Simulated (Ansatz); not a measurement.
# TiC: stress in a strained cell

TiC is deformed so: z strained by -3 % at fixed volume. What stress and forces result, by LAPW, PAW and all-electron datasets made for the crystal?

Computed with Ansatz 0.2.0 (DFT PBE, scalar-relativistic, unless a step's input says otherwise).

1 further run of the same task is left out (set aside as unsound or not needed).

## Step 1: The structure to begin with

Symmetry: F-43m, No. 216, cubic system. The conventional cell has a = 4.728 Å, b = 4.728 Å, c = 4.728 Å, α = 90.00°, β = 90.00°, γ = 90.00°. Around Ti (site symmetry -43m) lie 4 C at 2.05 Å. C (site symmetry -43m) is surrounded by 4 Ti at 2.05 Å.

As a file:

```xyz
2
Lattice="0.0000 2.3641 2.3641 2.3641 0.0000 2.3641 2.3641 2.3641 0.0000" Properties=species:S:1:pos:R:3 pbc="T T T"
Ti    0.0000    0.0000    0.0000
C     1.1821    1.1821    1.1821
```

Atoms are numbered in the order of the input: Ti1, C2.

## Step 2: After the deformation

Space group F-43m before, I-4m2 after.

## Step 3: All-electron LAPW

input.yaml

```yaml
crystal:
  lattice:
    - [0.0, 2.4004076623, 2.2932035521]
    - [2.4004076623, 0.0, 2.2932035521]
    - [2.4004076623, 2.4004076623, 0.0]
  atoms:
    - { symbol: Ti, position: [0.0, 0.0, 0.0] }
    - { symbol: C, position: [0.25, 0.25, 0.25] }
kpoints:
  mp_grid: { grid: [15, 15, 15] }
scf:
  occupations: { method: fermi_dirac, width: 0.05 }
hamiltonian:
  xc: pbe
  pseudopotentials: { kind: all_electron, lapw: { basis_error: 0.00025 } }
output:
  forces: true
  stress: true
  eigenvalues: true
```

Command:

```
ansatz run input.yaml --threads 1 --pin off --max-ram 2048MiB --backend cpu --events-out ev --progress --plain --runs-dir out
```

## Step 4: PAW on the default files

Changes to input.yaml since step 3:

```diff
@@ -14,3 +14,3 @@
   xc: pbe
-  pseudopotentials: { kind: all_electron, lapw: { basis_error: 0.00025 } }
+  pseudopotentials: { kind: paw }
 output:
@@ -19 +19,2 @@
   eigenvalues: true
+  efg: { contact_densities: true }
```

## Step 5: Datasets made for this crystal

Changes to input.yaml since step 4:

```diff
@@ -14,3 +14,3 @@
   xc: pbe
-  pseudopotentials: { kind: paw }
+  pseudopotentials: { kind: all_electron, datasets: crystal }
 output:
```

(Steps that only read results are left out.)

**Question.** What will these runs give? Wanted: pressure; largest shear or deviatoric stress.

As calculated:

| quantity | value |
| --- | --- |
| pressure | LAPW -0.19, PAW -0.21, crystal datasets -0.19 GPa |
| largest shear or deviatoric stress (LAPW) | 0.86 GPa |

The largest part of the stress beyond the pressure is 0.86 GPa in size, in the zz component; the atoms are carried along and not relaxed. No run of the undeformed cell stands beside it, so the pressure holds what the given cell had before the change. PAW: stress within 0.02 GPa of LAPW. Crystal datasets: stress within 0.01 GPa of LAPW.
